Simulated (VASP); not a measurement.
The system is HfO2.

```
Hf O
1.0
     5.11800    0.00000    0.00000
     0.00000    5.18570    0.00000
    -0.85866    0.00000    5.21387
Hf O
4 8
Cartesian
  0.8021 2.3870 3.6914
  3.0279 4.9798 4.1294
  3.4573 2.7987 1.5224
  1.2314 0.2059 1.0845
  -0.3473 0.8733 4.4146
  4.1773 3.4661 3.4062
  4.6066 4.3124 0.7993
  0.0821 1.7196 1.8076
  1.4549 3.8473 5.1101
  2.3751 1.2544 2.7107
  2.8045 1.3384 0.1038
  1.8842 3.9313 2.5032
```

* Program: VASP 6.6.1
* Task: relaxation of cell and atoms
* Functional: BLYP
* Potentials or basis: VASP PAW PBE potentials, release 64 (Hf_pv, O)
* Cutoff: 600 eV
* k mesh: 5 × 5 × 5
* Occupations: fermi-dirac, width 0.05 eV
* Spin: no spin polarisation

At the start: pressure 9.4 GPa; volume 11.53 Å³/atom.

Task: How do energy, volume and symmetry change on relaxing?

Result: Over 26 steps the energy falls by 15.9 meV/atom and the volume is 12.04 Å³/atom (+4.4 %); space group P2_1/c (No. 14, to 0.05 Å).

The path:
| step | energy change (eV) | largest force (eV/Å) | pressure (GPa) | volume (Å³) |
| --- | --- | --- | --- | --- |
| 1 | 0.0000 | 0.4987 | 9.36 | 138.38 |
| 2 | 0.1948 | 0.8153 | -11.97 | 152.31 |
| 3 | -0.1640 | 0.2647 | -0.27 | 143.79 |
| 4 | -0.1640 | 0.2563 | -0.11 | 143.68 |
| 5 | -0.1743 | 0.1612 | -0.07 | 143.88 |
| 6 | -0.1743 | 0.1388 | -0.07 | 143.86 |
| 7 | -0.1787 | 0.0674 | 0.01 | 143.83 |
| 8 | -0.1792 | 0.0910 | 0.05 | 143.81 |
| 9 | -0.1819 | 0.0583 | 0.09 | 143.87 |
| 10 | -0.1829 | 0.0545 | 0.12 | 143.92 |
| 11 | -0.1829 | 0.0584 | 0.14 | 143.93 |
| 12 | -0.1840 | 0.0497 | -0.24 | 144.21 |
| 13 | -0.1842 | 0.0480 | -0.40 | 144.34 |
| 14 | -0.1849 | 0.0452 | -0.29 | 144.28 |
| 15 | -0.1859 | 0.0445 | -0.01 | 144.16 |
| 16 | -0.1859 | 0.0901 | 0.54 | 143.92 |
| 17 | -0.1863 | 0.0525 | 0.24 | 144.05 |
| 18 | -0.1870 | 0.0477 | 0.20 | 144.10 |
| 19 | -0.1885 | 0.0411 | 0.05 | 144.25 |
| 20 | -0.1873 | 0.1312 | -0.25 | 144.55 |
| 21 | -0.1887 | 0.0597 | -0.02 | 144.33 |
| 22 | -0.1894 | 0.0402 | 0.00 | 144.35 |
| 23 | -0.1898 | 0.0641 | 0.03 | 144.38 |
| 24 | -0.1905 | 0.0342 | -0.05 | 144.42 |
| 25 | -0.1909 | 0.0211 | -0.15 | 144.47 |
| 26 | -0.1909 | 0.0195 | -0.18 | 144.49 |

Final structure:
```
Hf O
1.0
     5.19648    0.00000   -0.01209
     0.00000    5.22225    0.00000
    -0.88419    0.00000    5.32645
Hf O
4 8
Direct
  0.27437 0.45800 0.70841
  0.72563 0.95800 0.79159
  0.72563 0.54200 0.29159
  0.27437 0.04200 0.20841
  0.06484 0.17740 0.85381
  0.93516 0.67740 0.64619
  0.93516 0.82260 0.14619
  0.06484 0.32260 0.35381
  0.45083 0.74367 0.97284
  0.54917 0.24367 0.52716
  0.54917 0.25633 0.02716
  0.45083 0.75633 0.47284
```

Caveat: the PAW data sets were made with another functional, which shifts forces and pressure a little.
